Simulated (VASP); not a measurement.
# LiCl: electric field gradients with PBE

The system is LiCl.

```xyz
2
Lattice="-0.0414 2.7371 2.7371 2.7371 -0.0414 2.7371 2.7371 2.7371 -0.0414" Properties=species:S:1:pos:R:3 pbc="T T T"
Li    0.0000    0.0000    0.0000
Cl    1.3582    1.3582    1.3582
```

Measurements of this composition are mostly on another form, of space group No. 225.

The cell isn't the ideal one: equal xy, yz and zx shear strains of -1.5 %, PAW files.

- Program: VASP 6.6.1
- Task: electric field gradients
- Functional: PBE
- Potentials or basis: VASP PAW PBE potentials, release 64 (Li_sv, Cl)
- Cutoff: 520 eV
- k mesh: 11 × 11 × 11
- Occupations: fermi-dirac, width 0.05 eV
- Spin: no spin polarisation
- Dipole correction: no
- Further INCAR settings: ALGO = Fast; EDIFF = 1e-08; NBANDS = 12

- Largest force: 0.056 eV/Å
- Band gap on the k mesh: 5.93 eV, direct

Forces on the atoms (eV/Å):
```
Li  -0.032 -0.032 -0.032
Cl   0.032  0.032  0.032
```

Levels at points of the mesh, in eV from the valence-band top:
| k point | band 2 | band 3 | band 4 | band 5 | band 6 | band 7 | band 8 | band 9 |
| --- | --- | --- | --- | --- | --- | --- | --- | --- |
| (0.00, 0.00, 0.00) | -12.71 | -0.04 | -0.04 | 0.00 | 5.93 | 10.03 | 10.03 | 10.29 |

Electric field gradients, principal values (V/Å²):
```tsv
atom	Vxx	Vyy	Vzz
1 Li	-0.005	-0.005	0.010
2 Cl	1.379	1.379	-2.758
```

Wall time 110 s on 1 thread of Intel(R) Xeon(R) Platinum 8488C (Sapphire Rapids), on a shared host, peak memory 0.2 GiB.

Caveat: an odd mesh through Γ misses points on the zone boundary, where band edges often lie.
